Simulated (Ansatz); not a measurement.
# Optical constants of SiC

All numbers below come from DFT PBEsol, scalar-relativistic, plane waves, PAW (Ansatz 0.2.0). Cutoff 420 eV, 12×12×6 k-points (Γ-centred), Gaussian smearing of 0.01 eV. No spin polarisation.

Equilibrium structure at this level:
```
Si C
1.0
     3.07594    0.00000    0.00000
    -1.53797    2.66385    0.00000
     0.00000    0.00000    5.04776
Si C
2 2
Direct
  0.33333 0.66667 0.00459
  0.66667 0.33333 0.50459
  0.33333 0.66667 0.38041
  0.66667 0.33333 0.88041
```

Independent-particle response (no local fields, no excitons) on a 18×18×10 mesh, broadened by 0.1 eV. Light polarised along z.

Question: Tabulate n, κ, the reflectivity and the absorption coefficient against photon energy.

Answer:
```csv
E (eV),n,κ,R,α (10⁵ cm⁻¹)
0.1,2.77,0.00,0.22,0.00
0.6,2.78,0.00,0.22,0.00
1.1,2.80,0.00,0.22,0.00
1.6,2.84,0.00,0.23,0.00
2.1,2.90,0.00,0.24,0.00
2.6,2.97,0.00,0.25,0.00
3.1,3.08,0.00,0.26,0.00
3.6,3.24,0.00,0.28,0.00
4.1,3.48,0.00,0.31,0.00
4.6,4.02,0.01,0.36,0.06
5.1,4.25,1.00,0.41,5.16
5.6,4.39,1.58,0.44,8.98
6.1,3.87,2.33,0.47,14.42
6.6,3.27,2.70,0.49,18.07
7.1,2.49,2.01,0.39,14.50
7.6,3.03,2.90,0.51,22.34
8.1,2.34,2.83,0.51,23.24
8.6,1.89,3.01,0.57,26.23
9.1,1.39,2.84,0.60,26.16
9.6,1.18,2.46,0.56,23.90
10.1,1.08,2.31,0.55,23.64
10.6,0.95,2.15,0.55,23.06
11.1,0.86,2.08,0.56,23.37
11.6,0.75,1.96,0.56,23.02
```

Question: Where is the highest local maximum of ε₂ between 0.3 and 12 eV?

Answer: At 7.5 eV, where ε₂ = 18.5.

Question: How do the static value and the gaps compare?

Answer: ε₁(0) = 7.69; on the self-consistent k mesh the Kohn–Sham gap is 2.12 eV and the least direct gap 3.86 eV.

Cost: 1 run of about 0.88 core-minutes, on Intel Xeon 6975P-C (Granite Rapids) (shared hosts).